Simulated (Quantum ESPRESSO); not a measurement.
# SrCl2: zone-centre phonons and dielectric response under several settings

```
Sr Cl
1.0
     0.00000    3.48835    3.48835
     3.48835    0.00000    3.48835
     3.48835    3.48835    0.00000
Sr Cl
1 2
Direct
  0.00000 0.00000 0.00000
  0.75000 0.75000 0.75000
  0.25000 0.25000 0.25000
```

All runs used Quantum ESPRESSO 7.5; potentials PseudoDojo 0.4.1 SR PBE standard; k mesh 4 × 4 × 4, shifted; no spin polarisation; cutoff 925 eV; occupations smeared at first, fixed for the response.

| level | geometry | volume (Å³/atom) | pressure (GPa) | lowest optical mode without the field (cm⁻¹) | highest optical mode without the field (cm⁻¹) | highest mode with the field (cm⁻¹) | ε∞ (mean) | ε0 (mean) | Born charge of atom 1 (e) |
| --- | --- | --- | --- | --- | --- | --- | --- | --- | --- |
| PBE | relaxed at -3 GPa | 32.57 | -3.0 | 83 | 140 | 191 | 2.73 | 14.3 | 2.50 |
| PBE | relaxed at 0 GPa | ? | 0.0 | ? | ? | ? | ? | ? | ? |
| PBE | relaxed at 3 GPa | 26.97 | 3.0 | 154 | 194 | 237 | 2.99 | 7.1 | 2.50 |
| PBE | relaxed at 8 GPa | 24.66 | 8.0 | 188 | 223 | 263 | 3.14 | 6.1 | 2.50 |
| PBE | relaxed at 15 GPa | 22.57 | 15.0 | 223 | 255 | 291 | 3.32 | 5.7 | 2.51 |

What stands in the row left open?

Volume 29.07 Å³/atom; lowest optical mode without the field 126 cm⁻¹; highest optical mode without the field 171 cm⁻¹; highest mode with the field 217 cm⁻¹; ε∞ 2.88; ε0 8.5; Born charge of atom 1 2.50 e.

Caveats: the volume moved by over 15 % at a fixed basis, so the end points are rough (some runs); the cell is more than 3 GPa from zero pressure, which shifts response properties (some runs).
